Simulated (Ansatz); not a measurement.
# FeSi2 (Linzhiite) (P4/mmm) in Ansatz: further runs

Aim: see how the results for FeSi2 (Linzhiite) move with the level of theory and the settings. Levels: PBEsol, LDA. Tasks: phonons, elastic constants, band structure.

All numbers are computed with Ansatz 0.2.0; they aren't measurements. Logs are shortened: lines on timing, memory, paths and dates and some standing lists are left out, and cuts for length are marked.

## Step 1: The structure

The structure is tetragonal, space group P4/mmm (No. 123). The conventional cell has a = 2.684 Å, b = 2.684 Å, c = 5.128 Å, α = 90.00°, β = 90.00°, γ = 90.00°. Fe (site symmetry 4/mmm) is surrounded by 8 Si at 2.35 Å and 4 Fe at 2.68 Å. Si (site symmetry 4mm) has 4 Fe at 2.35 Å and 5 Si at 2.36 to 2.68 Å as nearest neighbours.

## Step 2: Phonons, PBEsol, collinear spin, ferromagnetic start

input.yaml

```yaml
crystal:
  lattice:
    - [2.684, 0.0, 0.0]
    - [0.0, 2.684, 0.0]
    - [0.0, 0.0, 5.128]
  atoms:
    - { symbol: Fe, position: [0.0, 0.0, 0.0], spin: 3.0 }
    - { symbol: Si, position: [0.5, 0.5, 0.73] }
    - { symbol: Si, position: [0.5, 0.5, 0.27] }
hamiltonian:
  xc: pbesol
  pseudopotentials: { kind: paw }
magnetization:
  spin_polarized: true
kpoints:
  mp_grid: { grid: [8, 8, 6] }
scf:
  occupations: { method: fermi_dirac, width: 0.05 }
phonons:
  method: dfpt
```

Potentials or basis: Ansatz PAW.

Command:

```console
$ ansatz run input.yaml --threads 2 --pin off --max-ram 5632MiB --backend cpu --events-out ev --progress --plain --runs-dir out
```

What it wrote:

```text
Warning: RAYON_NUM_THREADS=2 ignored (pool sized by the plan → 2); use --threads N
zone centre: on kpoints.mp_grid the ground state, and the responses unless they are solved on pairs of k-points, stand on 100 of the mesh's 384 k-points, reduced under 4 symmetry operations, with k and −k counted as one. Each operation leaves every solved displacement unchanged or reverses it
Engine: ansatz 0.2.0, aarch64-unknown-linux-gnu
Pseudopotentials: kind: paw
Pseudopotential: Fe, paw, valence charge 16, recommended cutoff 420 eV (normal), Fe.paw.azcp
Pseudopotential: Si, paw, valence charge 4, recommended cutoff 420 eV (normal), Si.paw.azcp
Functional definition: PBEsol
  exchange = pbesol_x
  correlation = pbesol_c
Crystal: 3 atoms, lattice volume = 36.941 Å³
Basis set: ecut = 420 eV, 741 PW (Γ), exchange–correlation on 36×36×72 points (8 copies of the dense FFT grid, shifted against one another)
Bands: 18, of which v1, the nominal top of the filled ones, is band 12 counted from 1 (11 counted from 0)
Symmetry: 16 space group operations
Space group: P4/mmm (ITA 123), of the structure as read, at distance tolerance 3.3e-5 Å
Magnetic group: BNS 123.339 (UNI 999), of the structure as read, at distance tolerance 3.3e-5 Å
k-points: 60 of 384
Non-local potential: Fe, projectors of the file, l = 0: 3, l = 1: 2, l = 2: 3, l = 3: 1
Non-local potential: Si, projectors of the file, l = 0: 2, l = 1: 2, l = 2: 2
PAW form: soft (Blöchl's): semilocal exchange-correlation on the pseudo side does not see the compensation charge
PAW frozen core: Fe, regenerated for the run's functional, and the local potential with it (the file was generated under x = pbe(κ = 0.804, μ = 0.2195149727645171), c = pbe(β = 0.06672455060314922))
PAW frozen core: Si, regenerated for the run's functional, and the local potential with it (the file was generated under x = pbe(κ = 0.804, μ = 0.2195149727645171), c = pbe(β = 0.06672455060314922))
PAW one-centre angular grid: Fe, 590 points (default); XC on 64 Gauss nodes
PAW one-centre angular grid: Si, 110 points (default); XC on 64 Gauss nodes
Initial density: superposition of atomic densities (chi_scale 0.1, normalization cell)
Starting moments: Σ|m| = 3 μB on 1 of 3 sites
Initial wavefunctions: pseudopotential atomic-orbital guess
Functional: x = pbesol(κ = 0.804, μ = 0.12345679012345678), c = pbesol(β = 0.046)
SCF 1 converged in 15 iterations: F = -5693.361430 eV  dr2 = 1.16e-12
Bands: 16, of which v1, the nominal top of the filled ones, is band 12 counted from 1 (11 counted from 0)
k-points: 100 of 384 (irreducible under 4 space group operations, time reversal used)
Initial density: read from a saved state, or passed on in memory by an earlier SCF of this step, an earlier step, the calling program or the single point that the run made first
Stability of the state it starts from, as read at its close in the collinear treatment: not read negative (Ritz values of 1 − χ₀K, real part plus size of imaginary part, from 0.40 to 0.48, by its mixing steps under the symmetry group of the SCF that read it); its run was given moments
iter 1 solved again at ethr=4.94e-7 eV; its pass at ethr=3.10e-3 eV (dr2=1.19e-4 eV) is discarded
SCF iter   1: F=—  HF=-5693.361428 eV  |F-HF|=—  |Δ(HF+E_count)|=         —  Δρ=3.40e-7 (↑3.40e-7 ↓3.40e-7)  dr2=1.60e-10  dr2_m=0.00e0  M=0.000 μB ∫|m|=0.000 μB  β_m=0.30  ethr=4.94e-7  ⟨swp⟩=2.9  Hψ=12272  notcnv=0
eigensolver tolerance schedule: the retry pair's looser diagonalisation over-reported the residual by 739941.38 of it (diagonalisation noise at an unbounded share of the residual, at the tolerance the schedule requests for it); recorded, not acted on — ethr = c·dr2/N_el stays at c = 1.0e-1
preconditioner: auto → none  [metal: Δε(μ)=0.046 eV  Ē_g=7.602 eV  σ=0.050 eV  W_gap=0.23  n_scr=8 (ndim 8)  ℏωp=24.4 eV  f_vac=0.000  D(μ)=1.06/eV (n_scr^D=2)]
SCF iter   2: F=—  HF=-5693.361430 eV  |F-HF|=—  |Δ(HF+E_count)|=   2.31e-6  Δρ=4.77e-7 (↑4.77e-7 ↓4.77e-7)  dr2=3.10e-10  dr2_m=0.00e0  M=0.000 μB ∫|m|=0.000 μB  β_m=0.30  ethr=1.00e-12  ⟨swp⟩=4.1  Hψ=4559  notcnv=0
SCF iter   3: F=—  HF=-5693.361430 eV  |F-HF|=—  |Δ(HF+E_count)|=  3.00e-11  Δρ=1.47e-7 (↑1.47e-7 ↓1.47e-7)  dr2=5.13e-11  dr2_m=0.00e0  M=0.000 μB ∫|m|=0.000 μB  β_m=0.23  ethr=1.00e-12  ⟨swp⟩=2.0  Hψ=1947  notcnv=0
SCF iter   4: F=-5693.361430 eV  HF=-5693.361430 eV  |F-HF|=3.64e-12  |Δ(HF+E_count)|=  2.73e-12  Δρ=7.90e-8 (↑7.90e-8 ↓7.90e-8)  dr2=9.56e-12  dr2_m=0.00e0  M=0.000 μB ∫|m|=0.000 μB  ethr=1.00e-12  ⟨swp⟩=4.3  Hψ=6685  notcnv=0
SCF 2 converged in 4 iterations: F = -5693.361430 eV  dr2 = 9.56e-12
DFPT response loops at Γ: preconditioner auto → Kerker (q_TF=auto, 2.539 Å⁻¹) (partly filled bands, converged f_vac=0.000); β = 1.00, the filter's whole step (`scf.mixing.beta` (0.30) is not read by the response loops under this deck's `scf.mixing.preconditioner`; to damp them name `kerker` or `kerker_dos`, under which they read `scf.mixing.beta`, and type it under 1.00, their step now; both keys bind the ground state too); Broyden in place of MSR1
SCF converged after 4 iterations
Magnetization: 0.0000 μB (12.0000 up, 12.0000 down)
Absolute magnetization: 0.0000 μB (∫|ρ↑−ρ↓|)
Spin contamination: 0.0000 ħ² per cell (⟨S²⟩ above its minimum at these occupations)
Per-site moments (μB) at R_I (Å): [(0.0, 0.9690620106118083), (0.0, 0.9690620106118083), (0.0, 0.9690620106118083)]
Free energy (F): -5693.361430 eV
Harris-Foulkes:  -5693.361430 eV  (|F-HF|=3.64e-12)
Internal energy: -5693.352626 eV  (E = F + TS)
E sigma→0 (E₀):  -5693.357028 eV
Entropy (-TS):   -0.008804 eV (-2.935 meV/atom)
Fermi energy:    14.270995 eV
--- Per-component energies (eV) ---
  E_band       = -224.431697
  E_kinetic    = 448.231631
  E_local      = -3524.785759  (includes V_loc(G=0)·N_el)
  E_nonlocal   = 264.079649
  E_hartree    = 1570.550382
  E_xc         = -232.719408
  E_vxc        = -253.416631  (∫ρ·V_xc dr)
  E_paw        = -2330.848040  (= ΣΔE_a)
  E_vpaw       = -299.642095  (= ΣTr[D̂ρ^β])
  E_aug_tail   = 0.000800  (compensation charges beyond the density's cutoff)
  E_ewald      = -1888.104205
  E_core_change = 0.242323  (= ΣΔE_core)
  E_smearing   = -0.008804  (= −TS)
  E_closure    = 0.000000  (closes the sum)
  Σ components = -5693.361430   (vs F -5693.361430, Δ=0.00e0)
--- Band table (eV; the first three rows and the last of 200) ---
  k-point 0 ↑: bands = ["-72.5426", "-38.7934", "-38.7934", "-38.6714", "0.2837", "5.0517", "6.2698", "10.6376", "12.6002", "12.7342", "12.7342", "13.6214", "18.8075", "18.8075", "20.6834", "21.4333"]
  k-point 1 ↑: bands = ["-72.5426", "-38.7934", "-38.7934", "-38.6714", "0.4378", "4.0040", "7.4755", "10.6421", "12.5313", "12.7230", "12.7230", "13.6215", "18.9817", "18.9817", "19.2172", "21.1349"]
  k-point 2 ↑: bands = ["-72.5426", "-38.7934", "-38.7934", "-38.6714", "0.8922", "2.7439", "9.1077", "10.6512", "12.2574", "12.7008", "12.7008", "13.6218", "17.4674", "19.4611", "19.4611", "20.7645"]
  k-point 99 ↓: bands = ["-72.5173", "-38.9149", "-38.9149", "-38.6416", "6.7570", "8.9563", "8.9563", "9.7932", "10.9178", "10.9178", "12.4457", "14.4352", "14.6870", "14.6870", "15.4267", "17.1038"]
--- Phonons (Γ-DFPT): 4 representative perturbations + reference, on 100 of 384 k-points (Σ response iterations 14) ---
  k mesh reduced under 4 symmetry operations, with k and −k counted as one. Each operation leaves every solved displacement unchanged or reverses it
  ASR residual: 7.749e-4 → 0.000e0 eV/Å²; symmetrization residual: 2.343e-6 eV/Å²
  ASR residual per site (eV/Å²): 7.75e-4 7.03e-5 7.03e-5
  Γ frequencies (cm⁻¹): 0.00 0.00 0.00 230.76 230.76 289.97 289.97 359.07 546.94
  non-analytic LO–TO correction: not included (Born effective charges unavailable; polar crystals: no LO–TO splitting at Γ)
```

Wall time 25 s (2 threads of Arm Neoverse V2, shared host); peak memory 0.62 GiB.

Results:

| Quantity | Value |
| --- | --- |
| Free energy | -5693.3614 eV |
| Band gap on the k mesh | none (metal or under the smearing width) |
| Net moment | 0.00 μB per cell |
| Absolute moment | 0.00 μB per cell |
| Highest phonon frequency at Γ | 547 cm⁻¹ |

Levels at points of the mesh, in eV from the Fermi level:
Spin up:
```
              k point  band 10  band 11  band 12  band 13  band 14  band 15
   (0.00, 0.00, 0.00)    -1.54    -1.54    -0.65     4.54     4.54     6.41
  (0.00, 0.00, -0.50)    -1.58    -1.58    -0.65     2.45     5.63     5.63
  (0.00, -0.50, 0.00)    -3.21    -2.11    -1.12     0.11     1.44     2.28
 (0.00, -0.50, -0.50)    -2.47    -2.11    -1.13     0.59     2.27     4.88
  (-0.50, 0.00, 0.00)    -3.21    -2.11    -1.12     0.11     1.44     2.28
 (-0.50, 0.00, -0.50)    -2.47    -2.11    -1.13     0.59     2.27     4.88
 (-0.50, -0.50, 0.00)    -3.20    -2.28     0.16     0.40     2.59     2.97
(-0.50, -0.50, -0.50)    -3.35    -1.83     0.16     0.42     0.42     1.16
```
Spin down:
```csv
k point,band 8,band 9,band 10,band 11,band 12,band 13,band 14,band 15,band 16
"(0.00, 0.00, 0.00)",-3.63,-1.67,-1.54,-1.54,-0.65,4.54,4.54,6.41,7.16
"(0.00, 0.00, -0.50)",-3.62,-2.37,-1.58,-1.58,-0.65,2.45,5.63,5.63,6.35
"(0.00, -0.50, 0.00)",-4.47,-3.85,-3.21,-2.11,-1.12,0.11,1.44,2.28,7.88
"(0.00, -0.50, -0.50)",-6.24,-3.17,-2.47,-2.11,-1.13,0.59,2.27,4.88,4.89
"(-0.50, 0.00, 0.00)",-4.47,-3.85,-3.21,-2.11,-1.12,0.11,1.44,2.28,7.88
"(-0.50, 0.00, -0.50)",-6.24,-3.17,-2.47,-2.11,-1.13,0.59,2.27,4.88,4.89
"(-0.50, -0.50, 0.00)",-4.46,-4.46,-3.20,-2.28,0.16,0.40,2.59,2.97,2.97
"(-0.50, -0.50, -0.50)",-4.48,-3.35,-3.35,-1.83,0.16,0.42,0.42,1.16,2.83
```

Phonon frequencies in cm⁻¹ (negative: imaginary):
| q point | frequencies |
| --- | --- |
| (0.000, 0.000, 0.000) | 0 0 0 231 231 290 290 359 547 |

Caveat: the starting moments collapsed, and a magnetic state may lie lower; the PAW data sets come from PBE, with cores solved anew for the run's functional, which leaves a small shift of forces and pressure.

## Step 3: Elastic constants, PBEsol, collinear spin, ferromagnetic start

input.yaml: that of step 2 with these lines changed.

```diff
@@ -18,3 +18,7 @@
   occupations: { method: fermi_dirac, width: 0.05 }
-phonons:
-  method: dfpt
+output:
+  forces: true
+  stress: true
+elastic:
+  mode: relaxed_ion
+  stencil: two_point
```

Potentials or basis: Ansatz PAW.

Command:

```console
$ ansatz run input.yaml --threads 2 --pin off --max-ram 5632MiB --backend cpu --events-out ev --progress --plain --runs-dir out
```

Wall time 45 s (2 threads of Arm Neoverse V2, shared host); peak memory 0.43 GiB.

The run converged. Its results:

| Property | Result |
| --- | --- |
| Free energy | -5693.3633 eV |
| Pressure | -1.9 GPa |
| Band gap on the k mesh | none (metal or under the smearing width) |
| Net moment | 0.00 μB per cell |
| Absolute moment | 0.00 μB per cell |
| Voigt bulk modulus | 191 GPa |

Stress tensor (GPa, compression positive):
```
-1.45  0.00  0.00
 0.00 -1.45  0.00
 0.00  0.00 -2.77
```

Levels at points of the mesh, in eV from the Fermi level:
Spin up:
| k point | band 8 | band 9 | band 10 | band 11 | band 12 | band 13 | band 14 | band 15 | band 16 |
| --- | --- | --- | --- | --- | --- | --- | --- | --- | --- |
| (0.00, 0.00, 0.00) | -3.60 | -1.68 | -1.51 | -1.51 | -0.62 | 4.54 | 4.54 | 6.42 | 7.12 |
| (0.00, 0.00, -0.50) | -3.58 | -2.41 | -1.56 | -1.56 | -0.62 | 2.47 | 5.68 | 5.68 | 6.32 |
| (0.00, -0.50, 0.00) | -4.48 | -3.85 | -3.20 | -2.07 | -1.09 | 0.11 | 1.44 | 2.27 | 7.88 |
| (0.00, -0.50, -0.50) | -6.28 | -3.20 | -2.46 | -2.06 | -1.11 | 0.61 | 2.32 | 4.85 | 4.85 |
| (-0.50, -0.50, 0.00) | -4.46 | -4.46 | -3.27 | -2.27 | 0.19 | 0.40 | 2.58 | 2.95 | 2.95 |
| (-0.50, -0.50, -0.50) | -4.55 | -3.31 | -3.31 | -1.81 | 0.19 | 0.37 | 0.37 | 1.12 | 2.84 |
Spin down:
| k point | band 10 | band 11 | band 12 | band 13 | band 14 | band 15 |
| --- | --- | --- | --- | --- | --- | --- |
| (0.00, 0.00, 0.00) | -1.51 | -1.51 | -0.62 | 4.54 | 4.54 | 6.42 |
| (0.00, 0.00, -0.50) | -1.56 | -1.56 | -0.62 | 2.47 | 5.68 | 5.68 |
| (0.00, -0.50, 0.00) | -3.20 | -2.07 | -1.09 | 0.11 | 1.44 | 2.27 |
| (0.00, -0.50, -0.50) | -2.46 | -2.06 | -1.11 | 0.61 | 2.32 | 4.85 |
| (-0.50, -0.50, 0.00) | -3.27 | -2.27 | 0.19 | 0.40 | 2.58 | 2.95 |
| (-0.50, -0.50, -0.50) | -3.31 | -1.81 | 0.19 | 0.37 | 0.37 | 1.12 |

Elastic tensor in Voigt notation (GPa, in the Cartesian axes of the cell as first typed):
```
357  84  93   0   0   0
 84 357  93   0   0   0
 92  92 471   0   0   0
  0   0   0 116   0   0
  0   0   0   0 116   0
  0   0   0   0   0 127
```

Caveat: the starting moments collapsed, and a magnetic state may lie lower; elastic constants of metals need much finer meshes, so these are rough; the PAW data sets come from PBE, with cores solved anew for the run's functional, which leaves a small shift of forces and pressure.

## Step 4: Band structure, LDA, collinear spin, ferromagnetic start

input.yaml

```yaml
crystal:
  lattice:
    - [2.684, 0.0, 0.0]
    - [0.0, 2.684, 0.0]
    - [0.0, 0.0, 5.128]
  atoms:
    - { symbol: Fe, position: [0.0, 0.0, 0.0], spin: 3.0 }
    - { symbol: Si, position: [0.5, 0.5, 0.73] }
    - { symbol: Si, position: [0.5, 0.5, 0.27] }
hamiltonian:
  xc: lda
  pseudopotentials: { kind: paw }
magnetization:
  spin_polarized: true
kpoints:
  mp_grid: { grid: [10, 10, 5] }
  band_path:
    path:
      - [[0.0, 0.0, 0.0], [0.0, 0.5, 0.0], [0.5, 0.5, 0.0], [0.0, 0.0, 0.0], [0.0, 0.0, 0.5], [0.0, 0.5, 0.5], [0.5, 0.5, 0.5], [0.0, 0.0, 0.5]]
      - [[0.0, 0.5, 0.0], [0.0, 0.5, 0.5]]
      - [[0.5, 0.5, 0.0], [0.5, 0.5, 0.5]]
    npoints: 14
scf:
  occupations: { method: fermi_dirac, width: 0.05 }
  n_extra_bands: 7
output:
  forces: true
  stress: true
  eigenvalues: true
  fatbands: true
```

Command:

```console
$ ansatz run input.yaml --threads 2 --pin off --max-ram 5632MiB --backend cpu --events-out ev --progress --plain --runs-dir out
```

Run time: 8.1 s. Hardware: 2 threads of Arm Neoverse V1, shared host; peak memory 0.35 GiB.

The run converged. Its results:

- Free energy: -5638.8893 eV
- Pressure: -5.9 GPa
- Largest force: 0.072 eV/Å
- Band gap on the k mesh: none (metal or under the smearing width)
- Net moment: 0.00 μB per cell
- Absolute moment: 0.00 μB per cell

Forces on the atoms (eV/Å):
```
Fe   0.000  0.000  0.000
Si   0.000  0.000 -0.072
Si   0.000  0.000  0.072
```

Stress tensor (GPa, compression positive):
```
-5.01  0.00  0.00
 0.00 -5.01  0.00
 0.00  0.00 -7.57
```

Levels at the corners of the path, in eV from the Fermi level:
Spin up:
```csv
point,band 9,band 10,band 11,band 12,band 13,band 14,band 15,band 16
Γ,-1.66,-1.53,-1.53,-0.62,4.52,4.52,6.40,7.23
X,-3.79,-3.18,-2.08,-1.10,0.11,1.42,2.33,7.94
M,-4.40,-3.20,-2.24,0.15,0.31,2.64,3.06,3.06
Γ,-1.66,-1.53,-1.53,-0.62,4.52,4.52,6.40,7.23
Z,-2.32,-1.57,-1.57,-0.62,2.46,5.62,5.62,6.43
R,-3.15,-2.46,-2.08,-1.11,0.58,2.28,4.88,4.96
A,-3.29,-3.29,-1.80,0.15,0.45,0.45,1.26,2.80
Z,-2.32,-1.57,-1.57,-0.62,2.46,5.62,5.62,6.43
X,-3.79,-3.18,-2.08,-1.10,0.11,1.42,2.33,7.94
R,-3.15,-2.46,-2.08,-1.11,0.58,2.28,4.88,4.96
M,-4.40,-3.20,-2.24,0.15,0.31,2.64,3.06,3.06
A,-3.29,-3.29,-1.80,0.15,0.45,0.45,1.26,2.80
```
Spin down:
| point | band 9 | band 10 | band 11 | band 12 | band 13 | band 14 | band 15 | band 16 |
| --- | --- | --- | --- | --- | --- | --- | --- | --- |
| Γ | -1.66 | -1.53 | -1.53 | -0.62 | 4.52 | 4.52 | 6.40 | 7.23 |
| X | -3.79 | -3.18 | -2.08 | -1.10 | 0.11 | 1.42 | 2.33 | 7.94 |
| M | -4.40 | -3.20 | -2.24 | 0.15 | 0.31 | 2.64 | 3.06 | 3.06 |
| Γ | -1.66 | -1.53 | -1.53 | -0.62 | 4.52 | 4.52 | 6.40 | 7.23 |
| Z | -2.32 | -1.57 | -1.57 | -0.62 | 2.46 | 5.62 | 5.62 | 6.43 |
| R | -3.15 | -2.46 | -2.08 | -1.11 | 0.58 | 2.28 | 4.88 | 4.96 |
| A | -3.29 | -3.29 | -1.80 | 0.15 | 0.45 | 0.45 | 1.26 | 2.80 |
| Z | -2.32 | -1.57 | -1.57 | -0.62 | 2.46 | 5.62 | 5.62 | 6.43 |
| X | -3.79 | -3.18 | -2.08 | -1.10 | 0.11 | 1.42 | 2.33 | 7.94 |
| R | -3.15 | -2.46 | -2.08 | -1.11 | 0.58 | 2.28 | 4.88 | 4.96 |
| M | -4.40 | -3.20 | -2.24 | 0.15 | 0.31 | 2.64 | 3.06 | 3.06 |
| A | -3.29 | -3.29 | -1.80 | 0.15 | 0.45 | 0.45 | 1.26 | 2.80 |

Caveat: the starting moments collapsed, and a magnetic state may lie lower; the PAW data sets come from PBE, with cores solved anew for the run's functional, which leaves a small shift of forces and pressure; the starting moments weren't kept.
